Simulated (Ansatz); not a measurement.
Reactions of C8H18O2Si, SMILES `CC(C)(C)O[Si]OC(C)(C)C`.

Computed with Ansatz on PBE0-D4/def2-TZVP structures; ΔE is electronic, products minus reactants. CBS: MP2 limit from def2 TZ/QZ plus the TZ coupled-cluster correction, frozen cores. This one scheme is used for every species, atoms too. No spin–orbit coupling; open shells (•) take unrestricted orbitals. Spin–orbit coupling would lower the free atoms: a little for C, O, Si. Elements past krypton have def2 core potentials. For In, Ta outer-core shells are correlated without core-valence functions, so the limit isn't a true one: a few kJ/mol of doubt a bond, and 10 to 20 or more in all where bonds break to atoms. One conformer a species, not always the lowest.

Order these by ΔE at CCSD(T)/CBS, lowest first. (Best estimate.)
A. `CC(C)(C)O[Si]OC(C)(C)C` → `CC(C)(C)O[Si]O` + isobutene
B. `CC(C)(C)O[Si]OC(C)(C)C` → 8 C• + 18 H• + 2 O• + Si•
C. `CC(C)(C)O[Si]OC(C)(C)C` + `[NH2][InH2]` → `CC(C)(C)[NH][InH2]` + `CC(C)(C)O[Si]O`
D. `CC(C)(C)O[Si]OC(C)(C)C` + `[NH]=[Ta]([NH2])([NH2])[OH]` → `CC(C)(C)[N]=[Ta]([NH2])([NH2])[OH]` + `CC(C)(C)O[Si]O`
E. `CC(C)(C)O[Si]OC(C)(C)C` + H₂S → `CC(C)(C)S` + `CC(C)(C)O[Si]O`
F. `CC(C)(C)O[Si]OC(C)(C)C` + HCl → `CC(C)(C)O[Si]Cl` + tert-butanol

D (-0.36 eV), E (-0.25 eV), C (-0.11 eV), F (-0.01 eV), A (+0.70 eV), B (+121.90 eV).

Largest T1 diagnostic: 0.018, for `[NH]=[Ta]([NH2])([NH2])[OH]`.
